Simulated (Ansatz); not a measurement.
Wanted: the native input for an Ansatz 0.2.0 run.

| Item | Value |
| --- | --- |
| Task | single point |
| Functional | PBEsol |
| Potentials or basis | all-electron LAPW, scalar-relativistic |
| Cutoff | 362 eV (chosen from the basis error) |
| Basis error allowed | 0.001 eV/atom |
| k mesh | 11 × 11 × 11 |
| Occupations | fermi-dirac, width 0.05 eV |
| Spin | no spin polarisation |

The system is CoO.

```
CELL_PARAMETERS angstrom
1.50547 0.86918 2.43993
-1.50547 0.86918 2.43993
0.00000 -1.73837 2.43993
ATOMIC_POSITIONS crystal
Co 0.00000 0.00000 0.00000
O 0.50000 0.50000 0.50000
```

The cell is a database's computed one.

The input as run:

input.yaml

```yaml
crystal:
  lattice:
    - [1.5054695445, 0.8691832468, 2.4399269062]
    - [-1.5054695445, 0.8691832468, 2.4399269062]
    - [0.0, -1.7383664936, 2.4399269062]
  atoms:
    - { symbol: Co, position: [0.0, 0.0, 0.0] }
    - { symbol: O, position: [0.5, 0.5, 0.5] }
kpoints:
  mp_grid: { grid: [11, 11, 11] }
scf:
  occupations: { method: fermi_dirac, width: 0.05 }
hamiltonian:
  xc: pbesol
  pseudopotentials: { kind: all_electron, lapw: { basis_error: 0.001 } }
output:
  forces: true
  stress: true
  eigenvalues: true
```

Potentials or basis: all-electron LAPW, scalar-relativistic.

Run with:

```sh
$ ansatz run input.yaml --threads 2 --pin off --max-ram 6144MiB --backend cpu --events-out ev --progress --plain --runs-dir out
```

It gave:

```
Pressure               : -27.1 GPa
Band gap on the k mesh : none (metal or under the smearing width)
```

Caveat: an odd number of electrons without spin polarisation forces a metal; a magnetic or distorted state may lie lower; the run has no spin polarisation, though such a crystal can be magnetic; semilocal functionals often make such compounds metallic where correlation or magnetic order opens a gap, which also shifts bond lengths.

Run time: 11 s on 2 threads of Arm Neoverse V1, with other jobs on the host, peak memory 0.47 GiB.
